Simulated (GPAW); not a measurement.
# InP (F-43m) in GPAW: further runs, part 2 of 2

GPAW 26.7.0. The steps go on from the part before.

### 4 Equation of state, PBE

Contents of run.py:

```python
import spglib
from ase import Atoms
from ase.eos import EquationOfState
from ase.io import Trajectory, read
from ase.units import GPa
from gpaw import GPAW, PW, setup_paths

setup_paths.insert(0, '.')

atoms = read('InP.cif')
cell, positions, numbers = spglib.find_primitive(
    (atoms.cell[:], atoms.get_scaled_positions(), atoms.numbers), symprec=1e-4)
atoms = Atoms(numbers, cell=cell, scaled_positions=positions, pbc=True)

traj = Trajectory('eos.traj', 'w')
volumes, energies = [], []
for x in [0.94, 0.96, 0.98, 1.0, 1.02, 1.04, 1.06]:
    a = atoms.copy()
    a.set_cell(atoms.cell * x**(1 / 3), scale_atoms=True)
    calc = GPAW(mode=PW(600),
                xc='PBE',
                kpts={'size': (6, 6, 6), 'gamma': True},
                occupations={'name': 'fermi-dirac', 'width': 0.05},
                nbands=18,
                convergence={'density': 1e-05, 'energy': 1e-05},
                maxiter=150,
                txt=f'eos-{x:.2f}.txt')
    a.calc = calc
    energies.append(a.get_potential_energy(force_consistent=True))
    volumes.append(a.get_volume())
    p = -a.get_stress()[:3].mean() / GPa
    calc.write(f'eos-{x:.2f}.gpw')
    traj.write(a)
    print(f'{x:.2f} {volumes[-1]:10.4f} A^3 {energies[-1]:14.6f} eV {p:9.3f} GPa', flush=True)

v0, e0, B = EquationOfState(volumes, energies, eos='birchmurnaghan').fit()
print(f'V0 = {v0:.4f} A^3, E0 = {e0:.6f} eV, B0 = {B / GPa:.2f} GPa')
```

Contents of InP.cif:

```cif
data_InP
_cell_length_a 5.86100000
_cell_length_b 5.86100000
_cell_length_c 5.86100000
_cell_angle_alpha 90.00000000
_cell_angle_beta 90.00000000
_cell_angle_gamma 90.00000000
_space_group_name_H-M_alt 'F-43m'
_space_group_name_Hall 'F -4 2 3'
_space_group_IT_number 216
loop_
_space_group_symop_operation_xyz
'x,y,z'
'y,-x,-z'
'-x,-y,z'
'-y,x,-z'
'x,-y,-z'
'y,x,z'
'-x,y,-z'
'-y,-x,z'
'z,x,y'
'-z,y,-x'
'z,-x,-y'
'-z,-y,x'
'-z,x,-y'
'z,y,x'
'-z,-x,y'
'z,-y,-x'
'y,z,x'
'-x,-z,y'
'-y,z,-x'
'x,-z,-y'
'-y,-z,x'
'x,z,y'
'y,-z,-x'
'-x,z,-y'
'x,y+1/2,z+1/2'
'y,-x+1/2,-z+1/2'
'-x,-y+1/2,z+1/2'
'-y,x+1/2,-z+1/2'
'x,-y+1/2,-z+1/2'
'y,x+1/2,z+1/2'
'-x,y+1/2,-z+1/2'
'-y,-x+1/2,z+1/2'
'z,x+1/2,y+1/2'
'-z,y+1/2,-x+1/2'
'z,-x+1/2,-y+1/2'
'-z,-y+1/2,x+1/2'
'-z,x+1/2,-y+1/2'
'z,y+1/2,x+1/2'
'-z,-x+1/2,y+1/2'
'z,-y+1/2,-x+1/2'
'y,z+1/2,x+1/2'
'-x,-z+1/2,y+1/2'
'-y,z+1/2,-x+1/2'
'x,-z+1/2,-y+1/2'
'-y,-z+1/2,x+1/2'
'x,z+1/2,y+1/2'
'y,-z+1/2,-x+1/2'
'-x,z+1/2,-y+1/2'
'x+1/2,y,z+1/2'
'y+1/2,-x,-z+1/2'
'-x+1/2,-y,z+1/2'
'-y+1/2,x,-z+1/2'
'x+1/2,-y,-z+1/2'
'y+1/2,x,z+1/2'
'-x+1/2,y,-z+1/2'
'-y+1/2,-x,z+1/2'
'z+1/2,x,y+1/2'
'-z+1/2,y,-x+1/2'
'z+1/2,-x,-y+1/2'
'-z+1/2,-y,x+1/2'
'-z+1/2,x,-y+1/2'
'z+1/2,y,x+1/2'
'-z+1/2,-x,y+1/2'
'z+1/2,-y,-x+1/2'
'y+1/2,z,x+1/2'
'-x+1/2,-z,y+1/2'
'-y+1/2,z,-x+1/2'
'x+1/2,-z,-y+1/2'
'-y+1/2,-z,x+1/2'
'x+1/2,z,y+1/2'
'y+1/2,-z,-x+1/2'
'-x+1/2,z,-y+1/2'
'x+1/2,y+1/2,z'
'y+1/2,-x+1/2,-z'
'-x+1/2,-y+1/2,z'
'-y+1/2,x+1/2,-z'
'x+1/2,-y+1/2,-z'
'y+1/2,x+1/2,z'
'-x+1/2,y+1/2,-z'
'-y+1/2,-x+1/2,z'
'z+1/2,x+1/2,y'
'-z+1/2,y+1/2,-x'
'z+1/2,-x+1/2,-y'
'-z+1/2,-y+1/2,x'
'-z+1/2,x+1/2,-y'
'z+1/2,y+1/2,x'
'-z+1/2,-x+1/2,y'
'z+1/2,-y+1/2,-x'
'y+1/2,z+1/2,x'
'-x+1/2,-z+1/2,y'
'-y+1/2,z+1/2,-x'
'x+1/2,-z+1/2,-y'
'-y+1/2,-z+1/2,x'
'x+1/2,z+1/2,y'
'y+1/2,-z+1/2,-x'
'-x+1/2,z+1/2,-y'
loop_
_atom_site_label
_atom_site_type_symbol
_atom_site_symmetry_multiplicity
_atom_site_Wyckoff_symbol
_atom_site_fract_x
_atom_site_fract_y
_atom_site_fract_z
_atom_site_occupancy
In1 In 4 a 0.0000000000 0.0000000000 0.0000000000 1
P1 P 4 c 0.2500000000 0.2500000000 0.2500000000 1
```

Potentials or basis: PAW data sets generated in the run's folder for this functional, pw.

The run is started by

```bash
$ gpaw-setup -f PBE In P
$ OMP_NUM_THREADS=1 python run.py
```

Wall time 24 s (1 thread of AMD EPYC 9R45 (Zen 5), shared host); peak memory 0.23 GiB.

It converged, with:

* Equilibrium volume: 26.35 Å³/atom
* Bulk modulus: 61 GPa
* Pressure derivative of the bulk modulus: 4.6

Energy against volume, from the lowest point:
```tsv
volume (Å³/atom)	energy (meV/atom)
23.657	63.35
24.160	40.18
24.663	22.81
25.167	10.67
25.670	3.24
26.173	0.00
26.677	0.53
```

### 5 Overview

```csv
level,potentials or basis,eigensolver,V0 of scaled cells (Å³/atom),B0 (GPa)
revTPSS,"GPAW PAW data sets (gpaw-data 1.2.1), pw",davidson,-,-
PBE,"GPAW PAW data sets (gpaw-data 1.2.1), pw",-,26.35,61
PBE,"PAW data sets generated in the run's folder for this functional, pw",-,26.35,61
```

Alike in all rows: task equation of state; no spin polarisation; cell as given; k mesh 6 × 6 × 6; cutoff (eV) 600; smearing fermi-dirac 0.05 eV.

Caveats: the points scatter about the fit (some runs); the PAW data sets were made with another functional, which shifts forces and pressure a little (some runs).

Total energies depend on the potentials used, so only differences within one code and one set of settings carry meaning.

### 6 Against experiment

Step 3. A measured bulk modulus of InP is 71 GPa (a printed reference work, data compilation); the calculated 61 GPa misses it by -14.7 %. The fit is for a static lattice scaled at fixed shape and fixed fractional positions.

Step 4. A measured bulk modulus of InP is 71 GPa (a printed reference work, data compilation); the calculated 61 GPa misses it by -14.7 %. The fit is for a static lattice scaled at fixed shape and fixed fractional positions.
